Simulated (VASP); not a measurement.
Write the native input for VASP 6.6.1 that does the following.

```yaml
Task: band structure
Functional: PBEsol
Potentials_or_basis: VASP PAW PBE potentials, release 64 (Ba_sv, Ti_sv, O)
Cutoff: 520 eV
k_mesh: 5 × 5 × 5
Occupations: fermi-dirac, width 0.05 eV
Spin: spin-orbit coupling, no magnetisation
Further_INCAR_settings: ALGO = Fast; EDIFF = 1e-06; NBANDS = 55
```

The structure of BaTiO3 lies in POSCAR:

```
BaTiO3
1.0
    3.9998000000      0.0000000000      0.0000000000
    0.0000000000      3.9998000000      0.0000000000
    0.0000000000      0.0000000000      4.0180000000
Ba Ti O
1 1 3
Direct
    0.0000000000      0.0000000000      0.0000000000
    0.5000000000      0.5000000000      0.4900000000
    0.0000000000      0.5000000000      0.5170000000
    0.5000000000      0.0000000000      0.5170000000
    0.5000000000      0.5000000000      0.0190000000
```

The input as run:

INCAR

```
SYSTEM = BaTiO3
PREC     = Accurate       ! precision mode
ENCUT    = 520            ! plane-wave cutoff, eV
EDIFF    = 1E-6           ! SCF threshold, eV
ISMEAR   = -1             ! smearing method
SIGMA    = 0.05           ! smearing width, eV
LREAL    = .False.        ! projectors in reciprocal space
LASPH    = .True.         ! aspherical terms in the spheres
NELM     = 60             ! most SCF steps
ALGO     = Fast           ! electronic algorithm
ISIF     = 2              ! what is computed and relaxed
LWAVE    = .False.        ! write WAVECAR
LCHARG   = .False.        ! write CHGCAR
MAGMOM   = 0 0 0 0 0 0 0 0 0 0 0 0 0 0 0 ! initial moments
LORBIT   = 11             ! projections on sites
LSORBIT  = .True.         ! spin-orbit coupling
GGA_COMPAT= .False.      
LMAXMIX  = 4              ! l up to which the mixer works
GGA      = PS             ! functional
NBANDS   = 55             ! bands
```

KPOINTS

```
regular mesh
0
Gamma
  5 5 5
  0 0 0
```

KPOINTS_OPT

```
path GXMGZRAZ,XR,MA
10
line-mode
reciprocal
 0.0000000000  0.0000000000  0.0000000000  G
 0.0000000000  0.5000000000  0.0000000000  X

 0.0000000000  0.5000000000  0.0000000000  X
 0.5000000000  0.5000000000  0.0000000000  M

 0.5000000000  0.5000000000  0.0000000000  M
 0.0000000000  0.0000000000  0.0000000000  G

 0.0000000000  0.0000000000  0.0000000000  G
 0.0000000000  0.0000000000  0.5000000000  Z

 0.0000000000  0.0000000000  0.5000000000  Z
 0.0000000000  0.5000000000  0.5000000000  R

 0.0000000000  0.5000000000  0.5000000000  R
 0.5000000000  0.5000000000  0.5000000000  A

 0.5000000000  0.5000000000  0.5000000000  A
 0.0000000000  0.0000000000  0.5000000000  Z

 0.0000000000  0.5000000000  0.0000000000  X
 0.0000000000  0.5000000000  0.5000000000  R

 0.5000000000  0.5000000000  0.0000000000  M
 0.5000000000  0.5000000000  0.5000000000  A
```

Potentials or basis: VASP PAW PBE potentials, release 64 (Ba_sv, Ti_sv, O).

The run is started by

```sh
$ cat potpaw_PBE.64/Ba_sv/POTCAR potpaw_PBE.64/Ti_sv/POTCAR potpaw_PBE.64/O/POTCAR > POTCAR
$ mpirun -np 1 vasp_ncl > vasp.out
```

It gave:

| Quantity | Value |
| --- | --- |
| Pressure | -3.1 GPa |
| Largest force | 0.307 eV/Å |
| Valence electrons inside the program's atomic spheres | Ba 7.97; Ti 10.21; O 5.00, 5.01 |

Caveat: the PAW data sets were made with another functional, which shifts forces and pressure a little.

Wall time 18 min on 1 thread of Intel(R) Xeon(R) Platinum 8488C (Sapphire Rapids), on a shared host, peak memory 0.48 GiB.
